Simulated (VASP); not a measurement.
# Ag (Fm-3m) in VASP: settings compared, part 2 of 2

VASP 6.6.1. Earlier steps stand in the parts before.

## (6) Relaxation of cell and atoms, PBEsol

INCAR reads:

```
SYSTEM = Ag
ALGO = Normal ; EDIFF = 1E-7
EDIFFG = -0.005 ; ENCUT = 300
GGA = PS ; IBRION = 2
ISIF = 3 ; ISMEAR = 0
LASPH = .True. ; LCHARG = .False.
LREAL = .False. ; LWAVE = .False.
NELM = 100 ; NSW = 90
PREC = Accurate ; SIGMA = 0.1
```

KPOINTS reads:

```
k-points
0
Gamma
  18 18 18
  0 0 0
```

POSCAR reads:

```
Ag
1.0
    0.0000000000      2.0675000000      2.0675000000
    2.0675000000      0.0000000000      2.0675000000
    2.0675000000      2.0675000000      0.0000000000
Ag
1
Direct
    0.0000000000      0.0000000000      0.0000000000
```

Potentials or basis: VASP PAW PBE potentials, release 64 (Ag).

On the command line:

```console
> cat potpaw_PBE.64/Ag/POTCAR > POTCAR
> mpirun -np 1 vasp_std > vasp.out
```

OUTCAR:

```text
SYSTEM = Ag
   EDIFF = 1E-7
   EDIFFG = -0.005
   ENCUT = 300
   GGA = PS
   IBRION = 2
   ISIF = 3
   ISMEAR = 0
   LASPH = .True.
   LREAL = .False.
   NELM = 100
   NSW = 90
   PREC = Accurate

 ion  position               nearest neighbor table
   1  0.000  0.000  0.000-

  LATTYP: Found a face centered cubic cell.
 ALAT       =     4.1350000000

  Lattice vectors:

 A1 = (   0.0000000000,   2.0675000000,   2.0675000000)
 A2 = (   2.0675000000,   0.0000000000,   2.0675000000)
 A3 = (   2.0675000000,   2.0675000000,   0.0000000000)

Analysis of symmetry for initial positions (statically):
=====================================================================
 Subroutine PRICEL returns:
 Original cell was already a primitive cell.

 Routine SETGRP: Setting up the symmetry group for a
 face centered cubic supercell.

 Subroutine GETGRP returns: Found 48 space group operations
 (whereof 48 operations were pure point group operations)
 out of a pool of 48 trial point group operations.

The static configuration has the point symmetry O_h .

Analysis of symmetry for dynamics (positions and initial velocities):
=====================================================================
 Subroutine PRICEL returns:
 Original cell was already a primitive cell.

 Routine SETGRP: Setting up the symmetry group for a
 face centered cubic supercell.

 Subroutine GETGRP returns: Found 48 space group operations
 (whereof 48 operations were pure point group operations)
 out of a pool of 48 trial point group operations.

The dynamic configuration has the point symmetry O_h .

 Subroutine INISYM returns: Found 48 space group operations
 (whereof 48 operations are pure point group operations),
 and found     1 'primitive' translations

----------------------------------------------------------------------------------------

                                     Primitive cell

  volume of cell :      17.6753

  direct lattice vectors                    reciprocal lattice vectors
     0.000000000  2.067500000  2.067500000    -0.241837969  0.241837969  0.241837969
     2.067500000  0.000000000  2.067500000     0.241837969 -0.241837969  0.241837969
     2.067500000  2.067500000  0.000000000     0.241837969  0.241837969 -0.241837969

  length of vectors
     2.923886540  2.923886540  2.923886540     0.418875649  0.418875649  0.418875649

  position of ions in fractional coordinates (direct lattice)
     0.000000000  0.000000000  0.000000000

  ion indices of the primitive-cell ions
   primitive index   ion index
                 1           1

----------------------------------------------------------------------------------------

 KPOINTS: k-points

Automatic generation of k-mesh.
 Grid dimensions read from file:
 generate k-points for:   18   18   18

 Generating k-lattice:

  Cartesian coordinates                     Fractional coordinates (reciprocal lattice)
    -0.013435443  0.013435443  0.013435443     0.055555556  0.000000000  0.000000000
     0.013435443 -0.013435443  0.013435443     0.000000000  0.055555556  0.000000000
     0.013435443  0.013435443 -0.013435443     0.000000000  0.000000000  0.055555556

  Length of vectors
     0.023270869  0.023270869  0.023270869

[... 43 lines left out ...]
 SYSTEM =  Ag
   PREC   = accura    normal or accurate (medium, high low for compatibility)
   ISTART =      0    job   : 0-new  1-cont  2-samecut
   ICHARG =      2    charge: 1-file 2-atom 10-const
   ISPIN  =      1    spin polarized calculation?
   LNONCOLLINEAR =      F non collinear calculations
   LSORBIT =      F    spin-orbit coupling
   LASPH  =      T    aspherical Exc in radial PAW
   ENCUT  =  300.0 eV  22.05 Ry    4.70 a.u.   4.13  4.13  4.13*2*pi/ulx,y,z
   NELM   =    100;   NELMIN=  2; NELMDL= -5     # of ELM steps
   EDIFF  = 0.1E-06   stopping-criterion for ELM
   LREAL  =      F    real-space projection
   EDIFFG = -.5E-02   stopping-criterion for IOM
   NSW    =     90    number of steps for IOM
   IBRION =      2    ionic relax: 0-MD 1-quasi-New 2-CG
   NFREE  =      1    steps in history (QN), initial steepest desc. (CG)
   ISIF   =      3    stress and relaxation
   ISYM   =      2    0-nonsym 1-usesym 2-fastsym
   POTIM  = 0.5000    time-step for ionic-motion
   TEBEG  =    0.0;   TEEND  =   0.0 temperature during run
   PSTRESS=    0.0 pullay stress
   NELECT =      11.0000    total number of electrons
   NUPDOWN=      -1.0000    fix difference up-down
   EMIN   =  10.00;   EMAX   =-10.00  energy-range for DOS
   EFERMI =   0.00;   METHOD = LEGACY
   ISMEAR =     0;   SIGMA  =   0.10  broadening in eV -4-tet -1-fermi 0-gaus
   EFERMI_NEDOS =   21; number of points for ismear=-14 and -15
   IALGO  =     38    algorithm
   IMIX   =      4    mixing-type and parameters
     AMIX     =   0.40;   BMIX     =  1.00
     AMIX_MAG =   1.60;   BMIX_MAG =  1.00
  volume/ion in A,a.u.               =      17.68       119.28
  Fermi-wavevector in a.u.,A,eV,Ry     =   1.397709  2.641288 26.580226  1.953591
  Thomas-Fermi vector in A             =   2.520939
   LORBIT       =      0    0 simple, 1 ext, 2 COOP (PROOUT), +10 PAW based schemes
   GGA     = PS    functional components
   LHFCALC =     F    Hartree Fock is set to
   AEXX    =    0.0000 exact exchange contribution
   IVDW    =     0    specifies the selected vdW correction
   LEPSILON=     F    determine dielectric tensor
   LRPA    =     F    only Hartree local field effects (RPA)
 conjugate gradient relaxation of ions
 non-spin polarized calculation
 Gauss-broadening in eV      SIGMA  =   0.10
  energy-cutoff  :      300.00
  volume of cell :       17.68
 maximum number of plane-waves:       222
 NGX is ok and might be reduce to    18
   NGX =  9   NGY =  9   NGZ =  9

--------------------------------------- Ionic step        1  -------------------------------------------

 number of electron      10.9999993 magnetization

 Free energy of the ion-electron system (eV)
  ---------------------------------------------------
  ext. energy  EPLUGINS =         0.00000000
  ---------------------------------------------------
  free energy    TOTEN  =        -3.30126472 eV

  energy without entropy =       -3.30023092  energy(sigma->0) =       -3.30074782

------------------------ aborting loop because EDIFF is reached ----------------------------------------

  FORCE on cell =-STRESS in cart. coord.  units (eV):
  Direction    XX          YY          ZZ          XY          YZ          ZX
  --------------------------------------------------------------------------------------
  -------------------------------------------------------------------------------------
  Total       -0.6895281     -0.6895281     -0.6895281      0.0000000      0.0000000      0.0000000
  in kB      -62.5023018    -62.5023018    -62.5023018      0.0000000      0.0000000      0.0000000
  external PRESSURE =     -62.5023018 kB  Pullay stress =       0.0000000 kB
[... 57 lines left out ...]
--------------------------------------- Ionic step        3  -------------------------------------------

 number of electron      11.0000012 magnetization

 Free energy of the ion-electron system (eV)
  ---------------------------------------------------
  ext. energy  EPLUGINS =         0.00000000
  ---------------------------------------------------
  free energy    TOTEN  =        -3.32462782 eV

  energy without entropy =       -3.32366041  energy(sigma->0) =       -3.32414411

 E-fermi :   8.5908     XC(G=0): -12.5859

 val. band max:        8.5453910516   @ k =   0.5000   0.1667   0.0556
 cond. band min:       8.7400357089   @ k =   0.5000   0.3333   0.1111
 fundamental gap:      0.1946446573
 Fermi energy:         8.5908404474

 k-point     1 :       0.0000    0.0000    0.0000
  band No.  band energies     occupation
      1       0.5876      2.00000
      2       3.7713      2.00000
      3       3.7713      2.00000
      4       3.7713      2.00000
      5       4.8732      2.00000
      6       4.8732      2.00000
      7      24.6839      0.00000
      8      28.4235      0.00000
      9      28.4235      0.00000
[... 265 lines left out ...]
 k-point    24 :      -0.2222    0.0556    0.0000
  band No.  band energies     occupation
      1       2.0589      2.00000
      2       3.7492      2.00000
      3       4.0294      2.00000
      4       4.0375      2.00000
      5       4.8175      2.00000
      6       5.1997      2.00000
      7      20.3872      0.00000
      8      24.9980      0.00000
      9      27.5234      0.00000

 [... further k-points ...]

------------------------ aborting loop because EDIFF is reached ----------------------------------------

  FORCE on cell =-STRESS in cart. coord.  units (eV):
  Direction    XX          YY          ZZ          XY          YZ          ZX
  --------------------------------------------------------------------------------------
  -------------------------------------------------------------------------------------
  Total       -0.0019420     -0.0019420     -0.0019420     -0.0000000     -0.0000000      0.0000000
  in kB       -0.1878021     -0.1878021     -0.1878021     -0.0000000     -0.0000000      0.0000000
  external PRESSURE =      -0.1878021 kB  Pullay stress =       0.0000000 kB
[... 16 lines left out ...]
  FREE ENERGIE OF THE ION-ELECTRON SYSTEM (eV)
  ---------------------------------------------------
  free  energy   TOTEN  =        -3.3246278175 eV

  energy  without entropy=       -3.3236604088  energy(sigma->0) =       -3.32414411

 reached required accuracy - stopping structural energy minimisation
```

Run time: 23 s. Hardware: 1 thread of Intel Xeon 6975P-C (Granite Rapids), shared host; peak memory 0.13 GiB.

Results:

```
Free energy                            : -3.3246 eV
Relaxed volume                         : 16.57 Å³/atom
Relaxed cell                           : a = 2.861 Å, b = 2.861 Å, c = 2.861 Å, α = 60.00°, β = 60.00°, γ = 60.00°
Space group after relaxing (to 0.05 Å) : Fm-3m (No. 225)
Energy gained by relaxing              : 23.4 meV/atom
Ionic steps                            : 3
Pressure after relaxing                : 0.0 GPa
Band gap on the k mesh                 : none (metal or under the smearing width)
```

The path:
```
step  energy change (eV)  largest force (eV/Å)  pressure (GPa)  volume (Å³)
   1              0.0000                0.0000           -6.25        17.68
   2             -0.0149                0.0000            4.78        15.97
   3             -0.0234                0.0000           -0.02        16.57
```

Final structure:
```yaml
crystal:
  lattice:
    - [0.00000, 2.02338, 2.02338]
    - [2.02338, 0.00000, 2.02338]
    - [2.02338, 2.02338, 0.00000]
  atoms:
    - { symbol: Ag, position: [0.00000, 0.00000, 0.00000] }
```

Levels at points of the mesh, in eV from the Fermi level:
```tsv
k point	band 3	band 4	band 5	band 6	band 7	band 8	band 9
(0.00, 0.00, 0.00)	-4.82	-4.82	-3.72	-3.72	16.09	19.83	19.83
(0.50, 0.00, 0.00)	-4.84	-2.88	-2.88	-0.49	3.79	15.33	18.15
(0.50, 0.50, 0.00)	-2.91	-2.66	-2.66	1.56	6.99	10.79	10.79
```

Caveat: the cutoff is under 1.25 times the usual one of these potentials, so pressure, stress and relaxed cells hold a basis-set (Pulay) error; the PAW data sets were made with another functional, which shifts forces and pressure a little.

## (7) Summary

| level | potentials or basis | cutoff (eV) | gap on the mesh (eV) | pressure (GPa) | relaxed volume (Å³/atom) |
| --- | --- | --- | --- | --- | --- |
| PBEsol | VASP PAW PBE potentials, release 64 (Ag) | 600 | none | 0.0 | 16.64 |
| LDA | VASP PAW LDA potentials, release 64 (Ag) | 600 | none | 0.0 | 16.04 |
| PBE | VASP PAW PBE potentials, release 64 (Ag) | 600 | none | 0.0 | 17.81 |
| PBE+D3(BJ) | VASP PAW PBE potentials, release 64 (Ag) | 600 | none | 0.0 | 16.87 |
| PBEsol | VASP PAW PBE potentials, release 64 (Ag) | 300 | none | 0.0 | 16.57 |

Alike in all rows: task relaxation of cell and atoms; no spin polarisation; cell relaxed; k mesh 18 × 18 × 18; smearing gaussian 0.1 eV.

Caveats: the PAW data sets were made with another functional, which shifts forces and pressure a little (some runs); pairwise dispersion overbinds metals, which lowers pressure and volume (some runs); the cutoff is under 1.25 times the usual one of these potentials, so pressure, stress and relaxed cells hold a basis-set (Pulay) error (some runs).

Total energies depend on the potentials used, so only differences within one code and one set of settings carry meaning.
